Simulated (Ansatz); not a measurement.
Crystal: SnSe.

```xyz
2
Lattice="0.0000 3.0100 3.0100 3.0100 0.0000 3.0100 3.0100 3.0100 0.0000" Properties=species:S:1:pos:R:3 pbc="T T T"
Sn    0.0000    0.0000    0.0000
Se    3.0100    3.0100    3.0100
```

Measurements of this composition are mostly on another form, of space group No. 62.

```yaml
Program: Ansatz 0.2.0
Task: relaxation of cell and atoms
Functional: PBEsol
Dispersion: D3(BJ)
Potentials_or_basis: Ansatz PAW
Cutoff: "420 eV (not typed: the program's choice for these potentials)"
k_mesh: 8 × 8 × 8
Occupations: fermi-dirac, width 0.05 eV
Spin: no spin polarisation
```

At the start: volume 27.27 Å³/atom.

How do energy, volume and symmetry change on relaxing?

It ends after 5 steps and the volume is 25.31 Å³/atom (-7.2 %); space group Fm-3m (No. 225, to 0.05 Å).

Step by step:
```
step  energy change (eV)  largest force (eV/Å)  volume (Å³)
   1              0.0000                0.0000        54.54
   2             -0.0396                0.0000        48.84
   3             -0.0515                0.0000        50.84
   4             -0.0518                0.0000        50.62
   5             -0.0512                0.0000        50.62
```

Final structure:
```
CELL_PARAMETERS angstrom
0.00000 2.93604 2.93604
2.93604 0.00000 2.93604
2.93604 2.93604 0.00000
ATOMIC_POSITIONS crystal
Sn 0.00000 0.00000 0.00000
Se 0.50000 0.50000 0.50000
```

Caveat: the plane-wave basis is chosen anew once the cell has moved, so the energies of steps on either side of that aren't comparable; the PAW data sets come from PBE, with cores solved anew for the run's functional, which leaves a small shift of forces and pressure.
